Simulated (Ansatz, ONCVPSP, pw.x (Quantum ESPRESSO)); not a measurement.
**What a changed setting does to a pw.x run (fcc W)**

Potential: optimised norm-conserving Vanderbilt (ONCV), ONCVPSP 4.0.1.1 (patched build), PBE; core [Kr] 4d10 4f14, reference 5s2 5p6 5d4 6s2; waves: 5s+6s: rc 1.35 bohr, ncon 4, nbas 9, qcut 7.6 1/bohr, 2 projectors; 5p: rc 1.85 bohr, ncon 4, nbas 8, qcut 8 1/bohr, 3 projectors, debl 1.6 Ha; 5d: rc 2.20 bohr, ncon 4, nbas 8, qcut 8.3 1/bohr, 2 projectors, debl 3 Ha; local part: polynomial inside 1.00 bohr (lpopt 3, dvloc0 4 Ha); core correction: polynomial model core, fcfact 0.4.

The reference run (k-mesh 14³, cutoffs 85/340 Ry, Fermi–Dirac 0.01 Ry, mixing_beta 0.4, conv_thr 1e-9, no spin) gives -3.26 GPa at 16.478 Å³/atom, where all-electron LAPW gives -0.06 GPa. This run, with its own iteration cap, changes k-mesh points per axis to 2.

```
&control
  calculation='scf', prefix='x', pseudo_dir='./', outdir='./tmp', tstress=.true., disk_io='none'
/
&system
  ibrav=0, nat=1, ntyp=1, ecutwfc=85, ecutrho=340, nbnd=15,
  occupations='smearing', smearing='fd', degauss=0.01
/
&electrons
  conv_thr=1e-09, mixing_beta=0.4, electron_maxstep=50
/
ATOMIC_SPECIES
W 1.0 W.UPF
CELL_PARAMETERS angstrom
  0.00000000 2.01972156 2.01972156
  2.01972156 0.00000000 2.01972156
  2.01972156 2.01972156 0.00000000
ATOMIC_POSITIONS crystal
W 0.0000 0.0000 0.0000
K_POINTS automatic
2 2 2 0 0 0
```

```bash
pw.x < W.scf.in > W.scf.out
```

Task: How does the run end?

Result: It converges in 7 iterations; the free energy moves by -399.6 meV/atom and the pressure by -29.56 GPa.

```
Message from routine setup:
     using ibrav=0 with symmetry is DISCOURAGED, use correct ibrav instead
     lattice parameter (alat)  =       5.3977  a.u.
     unit-cell volume          =     111.1991 (a.u.)^3
     number of electrons       =        14.00
     number of Kohn-Sham states=           15
     kinetic-energy cutoff     =      85.0000  Ry
     charge density cutoff     =     340.0000  Ry
     scf convergence threshold =      1.0E-09
     Exchange-correlation= PBE
     number of k points=     3  Fermi-Dirac smearing, width (Ry)=  0.0100
     iteration #  1     ecut=    85.00 Ry     beta= 0.40
     total energy              =    -163.08601293 Ry
     estimated scf accuracy    <       0.01024102 Ry
     iteration #  2     ecut=    85.00 Ry     beta= 0.40
     total energy              =    -163.08647304 Ry
     estimated scf accuracy    <       0.00130859 Ry
     iteration #  3     ecut=    85.00 Ry     beta= 0.40
     total energy              =    -163.08675475 Ry
     estimated scf accuracy    <       0.00006327 Ry
     iteration #  4     ecut=    85.00 Ry     beta= 0.40
     total energy              =    -163.08675878 Ry
     estimated scf accuracy    <       0.00000073 Ry
     iteration #  5     ecut=    85.00 Ry     beta= 0.40
     total energy              =    -163.08675899 Ry
     estimated scf accuracy    <       0.00000003 Ry
     iteration #  6     ecut=    85.00 Ry     beta= 0.40
     total energy              =    -163.08675900 Ry
     estimated scf accuracy    <          1.6E-09 Ry
     iteration #  7     ecut=    85.00 Ry     beta= 0.40
     the Fermi energy is    21.7330 ev
!    total energy              =    -163.08675900 Ry
     estimated scf accuracy    <          2.7E-11 Ry
     smearing contrib. (-TS)   =      -0.00699575 Ry
     The total energy is F=E-TS. E is the sum of the following terms:
     one-electron contribution =     -17.41263605 Ry
     hartree contribution      =      17.12652227 Ry
     xc contribution           =     -45.07047013 Ry
     ewald contribution        =    -117.72317934 Ry
     convergence has been achieved in   7 iterations
          total   stress  (Ry/bohr**3)                   (kbar)     P=     -328.17
     Message from routine punch:
     Nothing written, as per user request (disk_io='none')
```

The run took about 1.6 s on one core of a shared host (Neoverse-N1, 64 threads, 124 GiB, load 58).
